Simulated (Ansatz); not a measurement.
MgSe:

```
CELL_PARAMETERS angstrom
0.00000 2.72550 2.72550
2.72550 0.00000 2.72550
2.72550 2.72550 0.00000
ATOMIC_POSITIONS crystal
Se 0.50000 0.50000 0.50000
Mg 0.00000 0.00000 0.00000
```

Program: Ansatz 0.2.0. Alike in all runs: potentials or basis Ansatz PAW; cell as given.

Question: Order these runs on this cell by their band gap on the k mesh, lowest first.
A. level r2SCAN; spin off; k mesh 8 × 8 × 8; cutoff (eV) 500; smearing fermi-dirac 0.05 eV; points for each segment of the path 14
B. level PBE0; spin off; k mesh 6 × 6 × 6; cutoff (eV) 420; smearing fermi-dirac 0.05 eV; points for each segment of the path 4
C. level BLYP+D3(BJ); spin SOC, no magnetisation; k mesh 6 × 6 × 6; cutoff (eV) 420; smearing gaussian 0.1 eV
D. level HSE06; spin off; k mesh 6 × 6 × 6; cutoff (eV) 420; smearing fermi-dirac 0.05 eV; points for each segment of the path 4

Answer: C (1.74 eV), A (2.50 eV), D (2.68 eV), B (3.37 eV).

A k mesh can miss the band edges.

Not every run made on this cell is shown here.
